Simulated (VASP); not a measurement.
# Si (Fd-3m) in VASP: a series of runs

Runs on Si. Level: PBE. Tasks: dielectric tensor.

Program: VASP 6.6.1. These are calculated values, not measurements. Logs are shortened: lines on timing, memory, paths and dates and some standing lists are left out, and cuts for length are marked.

### Step 1. Starting point

Symmetry: Fd-3m, No. 227, cubic system. Conventional cell: a = 5.444 Å, b = 5.444 Å, c = 5.444 Å, α = 90.00°, β = 90.00°, γ = 90.00°. Si (site symmetry -43m) has 4 Si at 2.36 Å as nearest neighbours.

### Step 2. Dielectric tensor, PBE

Input file INCAR:

```
PREC = Accurate
ENCUT = 460
EDIFF = 1E-8
ISMEAR = 0
SIGMA = 0.01
LREAL = False
LASPH = True
NELM = 100
ALGO = Normal
ISIF = 2
LWAVE = False
LCHARG = False
GGA = PE
LEPSILON = True
```

Input file KPOINTS:

```
Automatic mesh
0
Gamma
  4 4 4
```

Input file POSCAR:

```
Si
1.0
    0.0000000000      2.7218511865      2.7218511865
    2.7218511865      0.0000000000      2.7218511865
    2.7218511865      2.7218511865      0.0000000000
Si
2
Direct
    0.5000000000      0.5000000000      0.5000000000
    0.7500000000      0.7500000000      0.7500000000
```

Potentials or basis: VASP PAW PBE potentials, release 64 (Si).

On the command line:

```console
$ cat potpaw_PBE.64/Si/POTCAR > POTCAR
$ mpirun -np 1 vasp_std > vasp.out
```

OUTCAR:

```text
PREC = Accurate
   ENCUT = 460
   EDIFF = 1E-8
   ISMEAR = 0
   LREAL = False
   LASPH = True
   NELM = 100
   ISIF = 2
   GGA = PE
   LEPSILON = True

 Found      8 irreducible k-points:

 Following reciprocal coordinates:
            Coordinates               Weight
  0.000000  0.000000  0.000000      1.000000
  0.250000  0.000000  0.000000      8.000000
  0.500000  0.000000  0.000000      4.000000
  0.250000  0.250000  0.000000      6.000000
  0.500000  0.250000  0.000000     24.000000
 -0.250000  0.250000  0.000000     12.000000
   k-points           NKPTS =      8   k-points in BZ     NKDIM =      8   number of bands    NBANDS=      8
   number of dos      NEDOS =    301   number of ions     NIONS =      2
   total plane-waves  NPLWV =  21952
   dimension x,y,z NGX =    28 NGY =   28 NGZ =   28
   dimension x,y,z NGXF=    56 NGYF=   56 NGZF=   56
   ions per type =               2
   NGX,Y,Z   is equivalent  to a cutoff of  12.09, 12.09, 12.09 a.u.
   NGXF,Y,Z  is equivalent  to a cutoff of  24.19, 24.19, 24.19 a.u.
 SYSTEM =  unknown system
   PREC   = accura    normal or accurate (medium, high low for compatibility)
   ISTART =      0    job   : 0-new  1-cont  2-samecut
   ICHARG =      2    charge: 1-file 2-atom 10-const
   ISPIN  =      1    spin polarized calculation?
   LNONCOLLINEAR =      F non collinear calculations
   LSORBIT =      F    spin-orbit coupling
   LASPH  =      T    aspherical Exc in radial PAW
   ENCUT  =  460.0 eV  33.81 Ry    5.81 a.u.   6.73  6.73  6.73*2*pi/ulx,y,z
   NELM   =    100;   NELMIN=  2; NELMDL= -5     # of ELM steps
   EDIFF  = 0.1E-07   stopping-criterion for ELM
   LREAL  =      F    real-space projection
   EDIFFG = 0.1E-06   stopping-criterion for IOM
   NSW    =      0    number of steps for IOM
   IBRION =     -1    ionic relax: 0-MD 1-quasi-New 2-CG
   NFREE  =      0    steps in history (QN), initial steepest desc. (CG)
   ISIF   =      2    stress and relaxation
   ISYM   =      2    0-nonsym 1-usesym 2-fastsym
   POTIM  = 0.5000    time-step for ionic-motion
   TEBEG  =    0.0;   TEEND  =   0.0 temperature during run
   PSTRESS=    0.0 pullay stress
   NELECT =       8.0000    total number of electrons
   NUPDOWN=      -1.0000    fix difference up-down
   EMIN   =  10.00;   EMAX   =-10.00  energy-range for DOS
   EFERMI =   0.00;   METHOD = LEGACY
   ISMEAR =     0;   SIGMA  =   0.01  broadening in eV -4-tet -1-fermi 0-gaus
   EFERMI_NEDOS =   21; number of points for ismear=-14 and -15
   IALGO  =     38    algorithm
   IMIX   =      4    mixing-type and parameters
     AMIX     =   0.40;   BMIX     =  1.00
     AMIX_MAG =   1.60;   BMIX_MAG =  1.00
  volume/ion in A,a.u.               =      20.16       136.08
  Fermi-wavevector in a.u.,A,eV,Ry     =   0.954766  1.804247 12.402783  0.911579
  Thomas-Fermi vector in A             =   2.083543
   LORBIT       =      0    0 simple, 1 ext, 2 COOP (PROOUT), +10 PAW based schemes
   GGA     = PE    functional components
   LHFCALC =     F    Hartree Fock is set to
   AEXX    =    0.0000 exact exchange contribution
   IVDW    =     0    specifies the selected vdW correction
   LEPSILON=     T    determine dielectric tensor
   LRPA    =     F    only Hartree local field effects (RPA)
 non-spin polarized calculation
 Gauss-broadening in eV      SIGMA  =   0.01
  energy-cutoff  :      460.00
  volume of cell :       40.33
 maximum number of plane-waves:       934
 NGX is ok and might be reduce to    28
   NGX = 13   NGY = 13   NGZ = 13

--------------------------------------- Ionic step        1  -------------------------------------------

 number of electron       8.0000001 magnetization

 E-fermi :   5.8487     XC(G=0):  -9.3542

 val. band max:        5.7974665534   @ k =   0.0000   0.0000   0.0000
 cond. band min:       6.5051564477   @ k =   0.5000   0.5000   0.0000
 fundamental gap:      0.7076898944
 Fermi energy:         5.8486728097

 k-point     1 :       0.0000    0.0000    0.0000
  band No.  band energies     occupation
      1      -6.1192      2.00000
      2       5.7975      2.00000
      3       5.7975      2.00000
      4       5.7975      2.00000
      5       8.3419      0.00000
      6       8.3419      0.00000
      7       8.3419      0.00000
      8       9.0921      0.00000

 k-point     2 :       0.2500    0.0000    0.0000
  band No.  band energies     occupation
      1      -5.3240      2.00000
      2       1.8802      2.00000
      3       5.0400      2.00000
      4       5.0400      2.00000
      5       7.7967      0.00000
      6       9.2820      0.00000
      7       9.2820      0.00000
      8      12.6629      0.00000

 k-point     3 :       0.5000    0.0000    0.0000
  band No.  band energies     occupation
      1      -3.8030      2.00000
      2      -1.1448      2.00000
      3       4.6027      2.00000
      4       4.6027      2.00000
      5       7.3060      0.00000
      6       9.1204      0.00000
      7       9.1204      0.00000
      8      13.5047      0.00000

 k-point     4 :       0.2500    0.2500    0.0000
  band No.  band energies     occupation
      1      -5.0431      2.00000
      2       2.2811      2.00000
      3       3.9153      2.00000
      4       3.9153      2.00000
      5       6.9201      0.00000
      6       8.9148      0.00000
      7      11.5227      0.00000
      8      11.5227      0.00000

 k-point     5 :       0.5000    0.2500    0.0000
  band No.  band energies     occupation
      1      -3.4171      2.00000
      2      -0.5679      2.00000
      3       2.2791      2.00000
      4       3.6017      2.00000
      5       7.3092      0.00000
      6      10.2277      0.00000
      7      11.5032      0.00000
      8      11.6869      0.00000

 k-point     6 :      -0.2500    0.2500    0.0000
  band No.  band energies     occupation
      1      -4.0872      2.00000
      2       0.3293      2.00000
      3       2.0634      2.00000
      4       4.4744      2.00000
      5       8.2288      0.00000
      6      10.5574      0.00000
      7      10.9099      0.00000
      8      11.9013      0.00000

 [... further k-points ...]

  FORCE on cell =-STRESS in cart. coord.  units (eV):
  Direction    XX          YY          ZZ          XY          YZ          ZX
  --------------------------------------------------------------------------------------
  -------------------------------------------------------------------------------------
  Total        0.4711466      0.4711466      0.4711466      0.0000000     -0.0000000     -0.0000000
  in kB       18.7173117     18.7173117     18.7173117      0.0000000     -0.0000000     -0.0000000
  external PRESSURE =      18.7173117 kB  Pullay stress =       0.0000000 kB

 VOLUME and BASIS-vectors are now :
 -----------------------------------------------------------------------------
  energy-cutoff  :      460.00
  volume of cell :       40.33
      direct lattice vectors                 reciprocal lattice vectors
     0.000000000  2.721851186  2.721851186    -0.183698507  0.183698507  0.183698507
     2.721851186  0.000000000  2.721851186     0.183698507 -0.183698507  0.183698507
     2.721851186  2.721851186  0.000000000     0.183698507  0.183698507 -0.183698507

 POSITION                                       TOTAL-FORCE (eV/Angst)
 -----------------------------------------------------------------------------------
      2.72185      2.72185      2.72185         0.000000      0.000000      0.000000
      4.08278      4.08278      4.08278        -0.000000     -0.000000     -0.000000
 -----------------------------------------------------------------------------------
    total drift:                                0.000000      0.000000     -0.000000

  FREE ENERGIE OF THE ION-ELECTRON SYSTEM (eV)
  ---------------------------------------------------
  free  energy   TOTEN  =       -10.6609368478 eV

  energy  without entropy=      -10.6609368478  energy(sigma->0) =      -10.66093685

 HEAD OF MICROSCOPIC STATIC DIELECTRIC TENSOR (INDEPENDENT PARTICLE, excluding Hartree and local field effects)
 ------------------------------------------------------
          24.326296     0.000000     0.000000
          -0.000000    24.326296     0.000000
           0.000000     0.000000    24.326296
 ------------------------------------------------------

 Free energy of the ion-electron system (eV)
  ---------------------------------------------------
  ---------------------------------------------------
  free energy    TOTEN  =        -2.70309396 eV

  energy without entropy =       -2.70309396

------------------------ aborting loop because EDIFF is reached ----------------------------------------

--------------------------------------- Ionic step        2  -------------------------------------------

------------------------ aborting loop because EDIFF is reached ----------------------------------------

--------------------------------------- Ionic step        3  -------------------------------------------

 Free energy of the ion-electron system (eV)
  ---------------------------------------------------
  ---------------------------------------------------
  free energy    TOTEN  =        -2.70309399 eV

  energy without entropy =       -2.70309399

------------------------ aborting loop because EDIFF is reached ----------------------------------------

 PIEZOELECTRIC TENSOR FIELD DIRECTION 3  (e Angst)
 -----------------------------------------------------------------------------
     0.00675  0.00000  0.00000           (  0.00001  0.00000  0.00000)
     0.00000  0.00675  0.00000           (  0.00000  0.00001  0.00000)
     0.00000  0.00000 -0.01441           (  0.00000  0.00000 -0.00001)

 PIEZOELECTRIC TENSOR FIELD DIRECTION 3  (C/m^2)
 -----------------------------------------------------------------------------
     0.00268  0.00000  0.00000
     0.00000  0.00268  0.00000
     0.00000  0.00000 -0.00572

 MACROSCOPIC STATIC DIELECTRIC TENSOR (including local field effects in DFT)
 ------------------------------------------------------
          23.594716     0.000000     0.000000
           0.000000    23.594716    -0.000000
           0.000000    -0.000000    23.594716
 ------------------------------------------------------

 PIEZOELECTRIC TENSOR (including local field effects)  for field in x, y, z        (e  Angst)
          XX          YY          ZZ          XY          YZ          ZX
  --------------------------------------------------------------------------------
  x     0.00000    -0.00000     0.00000     0.00000    -0.00000     0.00000
  y     0.00000    -0.00000    -0.00000     0.00000     0.00000     0.00000
  z     0.00000     0.00000    -0.00000     0.00000     0.00000     0.00000

 PIEZOELECTRIC TENSOR (including local field effects)  for field in x, y, z        (C/m^2)
          XX          YY          ZZ          XY          YZ          ZX
  --------------------------------------------------------------------------------
  x     0.00000    -0.00000     0.00000     0.00000    -0.00000     0.00000
  y     0.00000    -0.00000    -0.00000     0.00000     0.00000     0.00000
  z     0.00000     0.00000    -0.00000     0.00000     0.00000     0.00000

 BORN EFFECTIVE CHARGES (including local field effects) (in |e|, cummulative output)
 ---------------------------------------------------------------------------------
 ion    1
    1    -0.00000     0.00000     0.00000
    2     0.00000    -0.00000     0.00000
    3     0.00000     0.00000    -0.00000
 ion    2
    1     0.00000     0.00000    -0.00000
    2    -0.00000     0.00000    -0.00000
    3     0.00000     0.00000     0.00000
```

It took 17 s on 1 thread of AMD EPYC 9R45 (Zen 5), shared host; peak memory 0.12 GiB.

The run converged, but some of its settings lie outside the range that counts as converged, so its numbers aren't taken as properties of the crystal.

Results:

- Band gap on the k mesh: 0.71 eV, indirect (least direct gap 2.54 eV)
- Electronic dielectric tensor (diagonal): 23.59
- Born charges (mean of the diagonal): Si +0.00 e

Caveat: the k mesh is coarse (spacing up to 0.50 Å⁻¹), so the values aren't converged.

[end of part 1 of 3]
